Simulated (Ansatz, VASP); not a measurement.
Given: the input of a run of VASP 6.6.1 on TePb.

Contents of INCAR:

```
SYSTEM = TePb
PREC = Accurate
ENCUT = 600
EDIFF = 1E-6
ISMEAR = -1
SIGMA = 0.05
LREAL = .False.
LASPH = .True.
NELM = 60
ALGO = Normal
ISIF = 3
LWAVE = .False.
LCHARG = .False.
GGA = B5
ALDAX = 1.0
AGGAX = 1.0
AGGAC = 1.0
ALDAC = 0.0
IVDW = 12
VDW_S6 = 1.0
VDW_S8 = 2.6996
VDW_A1 = 0.4298
VDW_A2 = 4.2359
IBRION = 2
NSW = 80
EDIFFG = -0.01
```

Contents of KPOINTS:

```
Automatic mesh
0
Gamma
  7 7 7
  0 0 0
```

Contents of POSCAR:

```
TePb
1.0
    0.0000000000      3.2310000000      3.2310000000
    3.2310000000      0.0000000000      3.2310000000
    3.2310000000      3.2310000000      0.0000000000
Pb Te
1 1
Direct
    0.0000000000      0.0000000000      0.0000000000
    0.5000000000      0.5000000000      0.5000000000
```

Potentials or basis: VASP PAW PBE potentials, release 64 (Pb_d, Te).

Launch:

```sh
$ cat potpaw_PBE.64/Pb_d/POTCAR potpaw_PBE.64/Te/POTCAR > POTCAR
$ mpirun -np 1 vasp_std > vasp.out
```

Problem. Translate it to Ansatz 0.2.0. Potentials there: all-electron LAPW, scalar-relativistic.

Solution. As run (the cutoff follows the program's own potentials):

File input.yaml:

```yaml
crystal:
  lattice:
    - [0.0, 3.231, 3.231]
    - [3.231, 0.0, 3.231]
    - [3.231, 3.231, 0.0]
  atoms:
    - { symbol: Pb, position: [0.0, 0.0, 0.0] }
    - { symbol: Te, position: [0.5, 0.5, 0.5] }
kpoints:
  mp_grid: { grid: [7, 7, 7] }
scf:
  occupations: { method: fermi_dirac, width: 0.05 }
hamiltonian:
  xc: blyp
  dispersion: d3bj
  pseudopotentials: { kind: all_electron, lapw: { basis_error: 0.001 } }
output:
  forces: true
  stress: true
relax:
  f_tol: 0.01
  max_steps: 60
  cell: {}
```

Potentials or basis: all-electron LAPW, scalar-relativistic.

Run with:

```console
$ ansatz run input.yaml --threads 1 --pin off --max-ram 3072MiB --backend cpu --events-out ev --progress --plain --runs-dir out
```

Both were run:

|  | VASP | Ansatz | Ansatz less VASP |
| --- | --- | --- | --- |
| relaxed volume (Å³/atom) | 34.31 | 34.18 | -0.136 |
| relaxed cell length with the largest relative difference (Å) | 4.596 | 4.589 | -0.0061 |
| energy change over the relaxation (meV/atom) | -1 | -1 | +0.5 |

Ansatz ran all-electron here, so the differences hold the error of VASP's frozen core and of both bases.

Caveats: the PAW data sets were made with another functional, which shifts forces and pressure a little (VASP). Zero-point motion and thermal expansion aren't in these numbers. Spin-orbit coupling is left out, which matters for the levels of Pb, Te.
